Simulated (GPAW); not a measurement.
Input of a GPAW 26.7.0 run:

Contents of run.py:

```python
from ase import Atoms
from ase.calculators.mixing import SumCalculator
from ase.filters import FrechetCellFilter
from ase.io import write
from ase.optimize import BFGS
from dftd3.ase import DFTD3
from gpaw import GPAW, PW, setup_paths

setup_paths.insert(0, '.')

atoms = Atoms(['Al', 'Al', 'Al', 'Al'],
              cell=[[2.8270770242, 0.0, 0.0],
                    [-1.4135385121, 2.4483205214, 0.0],
                    [0.0, 0.0, 9.18599307]],
              scaled_positions=[[0.6666666667, 0.3333333333, 0.75],
                                [0.0, 0.0, 0.5],
                                [0.3333333333, 0.6666666667, 0.25],
                                [0.0, 0.0, 0.0]],
              pbc=True)

calc = GPAW(mode=PW(600),
            xc='PBEsol',
            kpts={'size': (9, 9, 3), 'gamma': True},
            occupations={'name': 'fermi-dirac', 'width': 0.05},
            nbands=16,
            convergence={'density': 1e-05, 'forces': 0.0001},
            maxiter=150,
            txt='gpaw.txt')
atoms.calc = SumCalculator([calc, DFTD3(method='pbesol', damping='d3zero')])
opt = BFGS(FrechetCellFilter(atoms), trajectory='relax.traj', logfile='-')
done = opt.run(fmax=0.02, steps=60)
calc.write('gs.gpw')
write('result.traj', atoms)
print('Converged:', done)
print('Cell:', atoms.cell.cellpar().round(4))
print('Volume:', round(atoms.get_volume(), 4))
print(atoms.get_scaled_positions().round(5))
```

Potentials or basis: PAW data sets generated in the run's folder for this functional, pw.

Run with:

```sh
$ gpaw-setup -f PBEsol Al
$ OMP_NUM_THREADS=1 python run.py
```

(1) Predict the space group after relaxing (to 0.05 Å).

(2) Predict the relaxed volume.

(3) What does it give for the band gap on the k mesh?

## Answers

(1) P6_3/mmc (No. 194).

(2) 15.92 Å³/atom.

(3) none (metal or under the smearing width).

Caveat: later steps reuse the first step's grids; pairwise dispersion overbinds metals, which lowers pressure and volume.
